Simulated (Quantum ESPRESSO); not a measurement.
Pt in Quantum ESPRESSO: the effect of functional

The system is Pt.

```
CELL_PARAMETERS angstrom
0.00000 1.96090 1.96090
1.96090 0.00000 1.96090
1.96090 1.96090 0.00000
ATOMIC_POSITIONS crystal
Pt 0.00000 0.00000 0.00000
```

Alike in all runs:

| Property | Result |
| --- | --- |
| Program | Quantum ESPRESSO 7.5 |
| Task | phonons |
| Cutoff | 612 eV |
| Density cutoff | 4898 eV |
| k mesh | 10 × 10 × 10 |
| Occupations | cold, width 0.2 eV |
| Spin | no spin polarisation |

Each run relaxes the cell or the atoms first.

Task: One run gave: relaxed volume 14.72 Å³/atom; highest phonon frequency 201 cm⁻¹. Which functional did it use?
A. LDA
B. PBE
C. PBEsol
D. revPBE
E. WC

Result: A.

```csv
functional,potentials or basis,relaxed volume (Å³/atom),highest phonon frequency (cm⁻¹)
LDA,GBRV 1.5 LDA,14.72,201
PBE,GBRV 1.5 PBE,15.57,193
PBEsol,GBRV 1.5 PBEsol,14.98,199
WC,GBRV 1.5 PBE,15.13,198
PW91,GBRV 1.5 PBE,15.62,192
revPBE,GBRV 1.5 PBE,15.75,191
vdW-DF-cx,GBRV 1.5 PBE,15.07,202
```

Caveats: the mesh is thin for the phonons of a metal; the q point doesn't lie on the k mesh, which can shift a metal's frequencies strongly unless the mesh is converged; the potentials were made for another functional, which shifts forces and pressure (some runs).
